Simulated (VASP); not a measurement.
The system is Cu.

```
CELL_PARAMETERS angstrom
0.00000 1.80750 1.80750
1.80750 0.00000 1.80750
1.80750 1.80750 0.00000
ATOMIC_POSITIONS crystal
Cu 0.00000 0.00000 0.00000
```

```yaml
Program: VASP 6.6.1
Task: relaxation of cell and atoms
Functional: BLYP
Potentials_or_basis: VASP PAW PBE potentials, release 64 (Cu)
Cutoff: 600 eV
k_mesh: 13 × 13 × 13
Occupations: fermi-dirac, width 0.05 eV
Spin: no spin polarisation
```

At the start: pressure 10.4 GPa; volume 11.81 Å³/atom.

Where does the relaxation end?

Over 3 steps the energy falls by 28.0 meV/atom and the volume is 12.74 Å³/atom (+7.9 %); space group Fm-3m (No. 225, to 0.05 Å).

The path:
```tsv
step	energy change (eV)	largest force (eV/Å)	pressure (GPa)	volume (Å³)
1	0.0000	0.0000	10.39	11.81
2	-0.0233	0.0000	-3.68	13.17
3	-0.0280	0.0000	0.07	12.74
```

Final structure:
```
Cu
1.0
     0.00000    1.85367    1.85367
     1.85367    0.00000    1.85367
     1.85367    1.85367    0.00000
Cu
1
Cartesian
  0.0000 0.0000 0.0000
```

Caveat: the PAW data sets were made with another functional, which shifts forces and pressure a little.
